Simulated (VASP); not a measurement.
# Eu (Im-3m) in VASP: further runs, part 2 of 2

VASP 6.6.1.

## 3. Single point, PBE, collinear spin, typed start

This run uses another cell than the first one, of 43.60 Å³/atom, 0.986 times its volume.

File INCAR:

```
SYSTEM = Eu
  PREC = Accurate
  ENCUT = 520
  EDIFF = 1E-7
  ISMEAR = 0
  SIGMA = 0.05
  LREAL = .False.
  LASPH = .True.
  NELM = 150
  ALGO = Normal
  ISIF = 2
  LWAVE = .False.
  LCHARG = .True.
  ISPIN = 2
  MAGMOM = 7.88
  LORBIT = 11
  LMAXMIX = 6
  GGA = PE
  LELF = .True.
  LVHAR = .True.
  NBANDS = 18
```

File KPOINTS:

```
Automatic mesh
0
Gamma
  6 6 6
  0 0 0
```

File POSCAR:

```
Eu
1.0
   -2.2171611770      2.2171611770      2.2171611770
    2.2171611770     -2.2171611770      2.2171611770
    2.2171611770      2.2171611770     -2.2171611770
Eu
1
Direct
    0.0000000000      0.0000000000      0.0000000000
```

Potentials or basis: VASP PAW PBE potentials, release 64 (Eu).

Launch:

```
$ cat potpaw_PBE.64/Eu/POTCAR > POTCAR
$ mpirun -np 1 vasp_std > vasp.out
```

OUTCAR:

```text
SYSTEM = Eu
   PREC = Accurate
   ENCUT = 520
   EDIFF = 1E-7
   ISMEAR = 0
   LREAL = .False.
   LASPH = .True.
   NELM = 150
   ISIF = 2
   ISPIN = 2
   LORBIT = 11
   GGA = PE

 ion  position               nearest neighbor table
   1  0.000  0.000  0.000-

  LATTYP: Found a body centered cubic cell.
 ALAT       =     4.4343223540

  Lattice vectors:

 A1 = (  -2.2171611770,   2.2171611770,   2.2171611770)
 A2 = (   2.2171611770,  -2.2171611770,   2.2171611770)
 A3 = (   2.2171611770,   2.2171611770,  -2.2171611770)

Analysis of symmetry for initial positions (statically):
=====================================================================
 Subroutine PRICEL returns:
 Original cell was already a primitive cell.

 Routine SETGRP: Setting up the symmetry group for a
 body centered cubic supercell.

 Subroutine GETGRP returns: Found 48 space group operations
 (whereof 48 operations were pure point group operations)
 out of a pool of 48 trial point group operations.

The static configuration has the point symmetry O_h .

Analysis of symmetry for dynamics (positions and initial velocities):
=====================================================================
 Subroutine PRICEL returns:
 Original cell was already a primitive cell.

 Routine SETGRP: Setting up the symmetry group for a
 body centered cubic supercell.

 Subroutine GETGRP returns: Found 48 space group operations
 (whereof 48 operations were pure point group operations)
 out of a pool of 48 trial point group operations.

The dynamic configuration has the point symmetry O_h .

Analysis of structural, dynamic, and magnetic symmetry:
=====================================================================
 Subroutine PRICEL returns:
 Original cell was already a primitive cell.

 Routine SETGRP: Setting up the symmetry group for a
 body centered cubic supercell.

 Subroutine GETGRP returns: Found 48 space group operations
 (whereof 48 operations were pure point group operations)
 out of a pool of 48 trial point group operations.

The overall configuration has the point symmetry O_h .

 Subroutine INISYM returns: Found 48 space group operations
 (whereof 48 operations are pure point group operations),
 and found     1 'primitive' translations

----------------------------------------------------------------------------------------

                                     Primitive cell

  volume of cell :      43.5965

  direct lattice vectors                    reciprocal lattice vectors
    -2.217161177  2.217161177  2.217161177     0.000000000  0.225513601  0.225513601
     2.217161177 -2.217161177  2.217161177     0.225513601  0.000000000  0.225513601
     2.217161177  2.217161177 -2.217161177     0.225513601  0.225513601  0.000000000

  length of vectors
     3.840235807  3.840235807  3.840235807     0.318924392  0.318924392  0.318924392

  position of ions in fractional coordinates (direct lattice)
     0.000000000  0.000000000  0.000000000

  ion indices of the primitive-cell ions
   primitive index   ion index
                 1           1

----------------------------------------------------------------------------------------

 KPOINTS: Automatic mesh

Automatic generation of k-mesh.
 Grid dimensions read from file:
 generate k-points for:    6    6    6
[... 45 lines left out ...]
 SYSTEM =  Eu
   PREC   = accura    normal or accurate (medium, high low for compatibility)
   ISTART =      0    job   : 0-new  1-cont  2-samecut
   ICHARG =      2    charge: 1-file 2-atom 10-const
   ISPIN  =      2    spin polarized calculation?
   LNONCOLLINEAR =      F non collinear calculations
   LSORBIT =      F    spin-orbit coupling
   LASPH  =      T    aspherical Exc in radial PAW
   ENCUT  =  520.0 eV  38.22 Ry    6.18 a.u.   7.14  7.14  7.14*2*pi/ulx,y,z
   NELM   =    150;   NELMIN=  2; NELMDL= -5     # of ELM steps
   EDIFF  = 0.1E-06   stopping-criterion for ELM
   LREAL  =      F    real-space projection
   EDIFFG = 0.1E-05   stopping-criterion for IOM
   NSW    =      0    number of steps for IOM
   IBRION =     -1    ionic relax: 0-MD 1-quasi-New 2-CG
   NFREE  =      0    steps in history (QN), initial steepest desc. (CG)
   ISIF   =      2    stress and relaxation
   ISYM   =      2    0-nonsym 1-usesym 2-fastsym
   POTIM  = 0.5000    time-step for ionic-motion
   TEBEG  =    0.0;   TEEND  =   0.0 temperature during run
   PSTRESS=    0.0 pullay stress
   NELECT =      17.0000    total number of electrons
   NUPDOWN=      -1.0000    fix difference up-down
   EMIN   =  10.00;   EMAX   =-10.00  energy-range for DOS
   EFERMI =   0.00;   METHOD = LEGACY
   ISMEAR =     0;   SIGMA  =   0.05  broadening in eV -4-tet -1-fermi 0-gaus
   EFERMI_NEDOS =   21; number of points for ismear=-14 and -15
   IALGO  =     38    algorithm
   IMIX   =      4    mixing-type and parameters
     AMIX     =   0.40;   BMIX     =  1.00
     AMIX_MAG =   1.60;   BMIX_MAG =  1.00
  volume/ion in A,a.u.               =      43.60       294.20
  Fermi-wavevector in a.u.,A,eV,Ry     =   1.196026  2.260161 19.462830  1.430478
  Thomas-Fermi vector in A             =   2.331976
   LORBIT       =     11    0 simple, 1 ext, 2 COOP (PROOUT), +10 PAW based schemes
   GGA     = PE    functional components
   LHFCALC =     F    Hartree Fock is set to
   AEXX    =    0.0000 exact exchange contribution
   IVDW    =     0    specifies the selected vdW correction
   LEPSILON=     F    determine dielectric tensor
   LRPA    =     F    only Hartree local field effects (RPA)
 spin polarized calculation
 Gauss-broadening in eV      SIGMA  =   0.05
  energy-cutoff  :      520.00
  volume of cell :       43.60
 maximum number of plane-waves:      1186
 NGX is ok and might be reduce to    30
   NGX = 15   NGY = 15   NGZ = 15

 number of electron      16.9999997 magnetization       7.5082174

 Free energy of the ion-electron system (eV)
  ---------------------------------------------------
  ext. energy  EPLUGINS =         0.00000000
  ---------------------------------------------------
  free energy    TOTEN  =       -11.43511559 eV

  energy without entropy =      -11.43329770  energy(sigma->0) =      -11.43420665

 E-fermi :   2.0267     XC(G=0):  -8.6686

 val. band max:        2.0105083835   @ k =  -0.3333   0.3333   0.3333
 cond. band min:       2.0632235560   @ k =   0.3333   0.1667   0.1667
 fundamental gap:      0.0527151725
 Fermi energy:         2.0266719681

 spin component 1

 k-point     1 :       0.0000    0.0000    0.0000
  band No.  band energies     occupation
      1     -39.6791      1.00000
      2     -18.2681      1.00000
      3     -18.2681      1.00000
      4     -18.2681      1.00000
      5      -2.4295      1.00000
      6       1.4799      1.00000
[... 312 lines left out ...]
      4     -18.5484      1.00000
      5       0.8466      1.00000
      6       0.8466      1.00000
[... 10 lines left out ...]
     17       7.0862      0.00000
     18       7.0862      0.00000
 Fermi energy:         2.0266719681

 spin component 2

 k-point     1 :       0.0000    0.0000    0.0000
  band No.  band energies     occupation
      1     -36.5188      1.00000
      2     -15.8997      1.00000
      3     -15.8997      1.00000
      4     -15.8997      1.00000
      5      -1.4851      1.00000
      6       4.7894      0.00000
[... 313 lines left out ...]
      5       1.8404      1.00000
      6       1.8404      1.00000
[... 10 lines left out ...]
     17       8.4078      0.00000
     18       8.4078      0.00000

------------------------ aborting loop because EDIFF is reached ----------------------------------------

  FORCE on cell =-STRESS in cart. coord.  units (eV):
  Direction    XX          YY          ZZ          XY          YZ          ZX
  --------------------------------------------------------------------------------------
  -------------------------------------------------------------------------------------
  Total       -0.1825662     -0.1825662     -0.1825662      0.0000000      0.0000000      0.0000000
  in kB       -6.7093300     -6.7093300     -6.7093300      0.0000000      0.0000000      0.0000000
  external PRESSURE =      -6.7093300 kB  Pullay stress =       0.0000000 kB

 VOLUME and BASIS-vectors are now :
 -----------------------------------------------------------------------------
  energy-cutoff  :      520.00
  volume of cell :       43.60
      direct lattice vectors                 reciprocal lattice vectors
    -2.217161177  2.217161177  2.217161177     0.000000000  0.225513601  0.225513601
     2.217161177 -2.217161177  2.217161177     0.225513601  0.000000000  0.225513601
     2.217161177  2.217161177 -2.217161177     0.225513601  0.225513601  0.000000000

 POSITION                                       TOTAL-FORCE (eV/Angst)
 -----------------------------------------------------------------------------------
      0.00000      0.00000      0.00000         0.000000      0.000000      0.000000
 -----------------------------------------------------------------------------------
    total drift:                               -0.000000     -0.000000      0.000000

  FREE ENERGIE OF THE ION-ELECTRON SYSTEM (eV)
  ---------------------------------------------------
  free  energy   TOTEN  =       -11.4351155925 eV

  energy  without entropy=      -11.4332977004  energy(sigma->0) =      -11.43420665

 total charge

# of ion       s       p       d       f       tot
--------------------------------------------------
    1        2.082   5.713   0.284   6.656  14.736

 magnetization (x)

# of ion       s       p       d       f       tot
--------------------------------------------------
    1       -0.003  -0.089   0.168   6.655   6.732
```

Run time: 25 s. Hardware: 1 thread of Intel Xeon 6975P-C (Granite Rapids), shared host; peak memory 0.2 GiB.

Results:

| Item | Value |
| --- | --- |
| Free energy | -11.4351 eV |
| Pressure | -0.7 GPa |
| Band gap on the k mesh | none (metal or under the smearing width) |
| Net moment | 7.51 μB per cell |
| Site moments | Eu +6.73 μB |
| Valence electrons inside the program's atomic spheres | Eu 14.74 |

Caveat: spin-orbit coupling is left out, which moves the levels of the heavy elements.
